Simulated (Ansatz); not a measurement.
## KF: electrostatic potential with HSEsol

Crystal: KF.

```
K F
1.0
     3.25895    0.00000    0.00000
     0.00000    3.25895    0.00000
     0.00000    0.00000    3.25895
K F
1 1
Direct
  0.00000 0.00000 0.00000
  0.50000 0.50000 0.50000
```

The cell comes from a database or a generator and needn't be the stable form of this composition.

```json
{
  "Program": "Ansatz 0.2.0",
  "Task": "electrostatic potential",
  "Functional": "HSEsol",
  "Potentials or basis": "Ansatz PAW",
  "Cutoff": "420 eV (not typed: the program's choice for these potentials)",
  "k mesh": "5 × 5 × 5",
  "Occupations": "fixed",
  "Spin": "no spin polarisation"
}
```

```yaml
Pressure: -3.1 GPa
Band_gap_on_the_k_mesh: 8.23 eV, indirect (least direct gap 8.25 eV)
```

Levels at points of the mesh, in eV from the valence-band top:
```tsv
k point	band 5	band 6	band 7	band 8	band 9	band 10	band 11	band 12
(0.00, 0.00, 0.00)	-10.05	-0.02	-0.02	-0.02	8.23	10.50	10.50	16.45
```

It took 7.4 s on 2 threads of Arm Neoverse V1, on a shared host, peak memory 0.63 GiB.

Caveat: odd divisions of the mesh miss points on the zone boundary, where band edges often lie, so the gap on the mesh can be too wide; the PAW data sets come from PBE, with cores solved anew for the run's functional, which leaves a small shift of forces and pressure; the thresholds are loose for stress. A k mesh can miss the band edges.
